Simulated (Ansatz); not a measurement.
The system is ZnS.

```
CELL_PARAMETERS angstrom
0.00000 2.70200 2.70200
2.70200 0.00000 2.70200
2.70200 2.70200 0.00000
ATOMIC_POSITIONS crystal
Zn 0.75000 0.75000 0.75000
S 0.00000 0.00000 0.00000
```

Base run:

* Program: Ansatz 0.2.0
* Functional: HSEsol
* Potentials or basis: Ansatz PAW
* Cutoff: 420 eV (not typed: the program's choice for these potentials)
* k mesh: 5 × 5 × 5
* Occupations: fermi-dirac, width 0.05 eV
* Spin: no spin polarisation

Its results: band gap on the k mesh 3.19 eV, direct; pressure -1.7 GPa.

After a change of settings the same cell gave: band gap on the k mesh 4.02 eV, direct; pressure 0.7 GPa. Which change was it?
A. functional from HSEsol to r2SCANh; cutoff from 420 eV (not typed: the program's choice for these potentials) to 500 eV (not typed: the program's choice for these potentials)
B. functional from HSEsol to PBE0
C. functional from HSEsol to HSE06
D. functional from HSEsol to r2SCAN0; cutoff from 420 eV (not typed: the program's choice for these potentials) to 500 eV (not typed: the program's choice for these potentials)

B.

Caveats: the PAW data sets come from PBE, with cores solved anew for the run's functional, which leaves a small shift of forces and pressure; the thresholds are loose for stress.
